The number of plane waves below a cutoff energy $E_c$ grows as $V E_c^{3/2}$, where $V$ is the volume of the cell. If the cell swells while the set of waves stays the same, every wave is stretched and the cutoff falls as $V^{-2/3}$. A plane-wave program computes its pressure in just this way, with the set of waves held fixed. The pressure therefore senses how the energy depends on the cutoff as well as how it depends on the volume.

VASP 6.6.1 calculations with PBEsol and PAW PBE potentials (minimal set) for a fixed one-atom cell of slightly strained fcc aluminium, without spin polarisation. All runs use an 8×8×8 k mesh and Methfessel–Paxton smearing of 0.1 eV. The sweep value is the cutoff ENCUT in eV; energies are extrapolated to zero smearing and counted from the 800 eV run.

| sweep value | energy less tightest (meV/atom) | pressure (GPa) | force miss (eV/Å) |
| --- | --- | --- | --- |
| 200 | 16.800 | -1.706 | 0.000 |
| 250 | 9.320 | -1.789 | 0.000 |
| 300 | 4.070 | -1.849 | 0.000 |
| 350 | 1.390 | -1.834 | 0.000 |
| 400 | 0.610 | -1.814 | 0.000 |
| 450 | 0.230 | -1.794 | 0.000 |
| 500 | 0.180 | -1.790 | 0.000 |
| 600 | 0.100 | -1.787 | 0.000 |
| 800 | 0.000 | -1.787 | 0.000 |

The "sweep value" is the cutoff in eV. The energies are those extrapolated to zero smearing; at fixed smearing this should barely alter the differences. The energy of this slightly strained fcc aluminium cell falls at every step, quickly at first and then slowly. The smooth valence orbitals contain few short waves, so once the cutoff covers their main components little is left to gain. The pressure takes another route: at 200 eV it lies 0.08 GPa above its value at 800 eV, near 250 eV it crosses that value, and at 300 eV it lies 0.06 GPa below. From there it climbs back and settles.

A simpler system shows where the downward pull comes from. Take a particle in a box with an uneven floor, described by a fixed number of sine waves. When the box is stretched, the finest ripple is stretched too, detail is lost and the energy error grows. The box thus resists stretching more than it should, which acts as a spurious inward pull, known in crystals as Pulay stress. The picture leaves out a second effect: shrinking the box also crowds the particle into less space, which raises its average density over the uneven floor.

In the crystal that crowding matters. Compression raises the valence density near each ion, where the orbitals vary fastest and a short basis describes them worst. At a fixed cutoff the energy error should then grow on compression, which gives the crystal a spurious outward push. This second part is argued from the physics; the volume is the same in every row, so the way the energy error depends on volume is inferred from the pressure.

Let $\delta$ be the energy error per atom, taken as "energy less tightest", and let it scale as $V^{-n}$ at fixed cutoff. With $V$ now the volume per atom, the chain rule gives the pressure error

$$\Delta P = \frac{2}{3V}\,\frac{\partial \delta}{\partial \ln E_c} + \frac{n\,\delta}{V}.$$

The first term is the inward pull and follows from the slope of the energy column. The second is the outward push and follows from the size of the error.

Between 200 and 250 eV the energy falls by 7.48 meV per atom while $\ln E_c$ rises by 0.223, a slope of about −33.5 meV. Multiplying by 2/3 and dividing by 16.60 Å³ gives −1.35 meV/Å³, or −0.22 GPa. The computed pressure errors of these two rows average +0.04 GPa. A remainder of about +0.26 GPa therefore opposes the pull, and the outward push is its likely source.

In this picture the change of sign comes from the different growth of the two terms. Going down from the interval 250–300 eV to the interval 200–250 eV, the mean energy error nearly doubles, but the slope term grows by only about a sixth. The push overtakes the pull, and the pressure error turns positive. The agreement at 250 eV is the point where the two cancel, so it is no sign of convergence.

The exponent $n$ was fitted to the eight intervals between neighbouring cutoffs, the worked one included, and came out near 2.1. With it the formula follows the pressure error to 0.01 GPa (rms), against 0.11 GPa for the slope term alone, as the output below shows. It does worst between 350 and 400 eV, where it gives only about half of the computed error. From 350 eV upward the slope term by itself matches every interval to within 0.004 GPa, though in the intervals above 450 eV the errors themselves are at most 0.005 GPa and test little. A single exponent therefore doesn't describe the whole range.

The value of $n$ should not be read as a property of aluminium. Simple dilution of the valence density would suggest 1, which accounts for only about half of the remainder at low cutoff. VASP also corrects its energies for an estimated cutoff error of the free atom, which can hide part of the true error, and of its slope, from the energy column. The fitted exponent can absorb part of what is hidden there.

For practical work, a cutoff of 200 eV meets a pressure bound of 0.1 GPa only because two larger errors oppose each other. A safer test is that energy and pressure both stay put over several steps, which here happens from about 450 eV. The zero "force miss" can't help in the choice, since symmetry removes the force on a single atom per cell at any cutoff.

The pressure of about −1.8 GPa that remains at high cutoff has another origin: with this functional and these settings the fixed cell is too large and would contract. With a rough recalled bulk modulus of 80 GPa the contraction is about 2% in volume, whereas the largest cutoff error in the pressure amounts to 0.1%. The k mesh and the smearing, to which aluminium is sensitive, were held fixed, so the settled pressure is converged in the cutoff alone.

Numerical output:

```
fit of rest on 8 rows: coefficient of vol 2.089 +/- 0.076; rms 0.0103, worst 400 0.0196, leave-one-out rms 0.0163
Energy convergence of each row against the row before:
  row  drop per 50 eV (meV/atom)  error left over error before
  250                       7.48                        0.5548
  300                       5.25                        0.4367
  350                       2.68                        0.3415
  400                       0.78                        0.4388
  450                       0.38                         0.377
  500                       0.05                        0.7826
  600                       0.04                        0.5556
  800                      0.025                             0
Pressure miss between neighbouring cutoffs in GPa:
  row  middle cutoff (eV)  computed miss  slope term  part left over  slope plus fitted volume term
  250                 225         0.0395     -0.2157          0.2552                        0.04761
  300                 275         -0.032     -0.1853          0.1533                        -0.0503
  350                 325        -0.0545     -0.1119         0.05737                       -0.05683
  400                 375         -0.037    -0.03759       0.0005857                       -0.01742
  450                 425         -0.017    -0.02076        0.003759                       -0.01229
  500                 475         -0.005   -0.003054       -0.001946                       0.001079
  600                 550        -0.0015   -0.002823        0.001323                     -8.075e-07
  800                 700              0   -0.002237        0.002237                      -0.001229
rms miss of slope term alone (GPa): 0.1072
rms miss of slope term plus 1/V volume term (GPa): 0.05657
rms miss of slope term plus fitted volume term (GPa): 0.01032
pressure at 200 eV less pressure at 800 eV (GPa): 0.081
pressure at 250 eV less pressure at 800 eV (GPa): -0.002
pressure at 300 eV less pressure at 800 eV (GPa): -0.062
rough volume error from the largest pressure miss (percent): 0.1012
rough contraction asked for by the pressure at 800 eV (percent): 2.234
```
